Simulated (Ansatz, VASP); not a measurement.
## Two plane-wave programs on HgTe

```xyz
2
Lattice="0.0000 2.9215 2.9507 2.9215 0.0000 2.9507 2.9215 2.9215 0.0000" Properties=species:S:1:pos:R:3 pbc="T T T"
Hg    0.0000    0.0000    0.0000
Te    2.9215    2.9215    2.9507
```

Change from the starting cell: zz strain of +1 %, PAW files.

Alike in both runs: task electric field gradients; functional LDA; k mesh 10 × 10 × 10; occupations fermi-dirac, width 0.08 eV; no spin polarisation.

```csv
,VASP,Ansatz
version,VASP 6.6.1,Ansatz 0.2.0
potentials or method,"VASP PAW LDA potentials, release 64 (Hg, Te)","PAW with Ansatz's default frozen-core files, scalar-relativistic"
plane-wave cutoff (eV),520,420
valence electrons in the cell,18,36
```

```csv
,VASP,Ansatz,Ansatz less VASP
pressure (GPa),3.5,3.0,-0.53
largest component of the traceless stress (GPa),0.82,0.79,-0.031
Vzz of the field gradient on the site that differs most (V/Å²),19.7,13.4,-6.31
```

The two sets of potentials don't hold the same shells in valence. Ansatz warned: «gradients_without_spin_orbit».

Spin-orbit coupling is left out, which matters for the levels of Hg, Te.
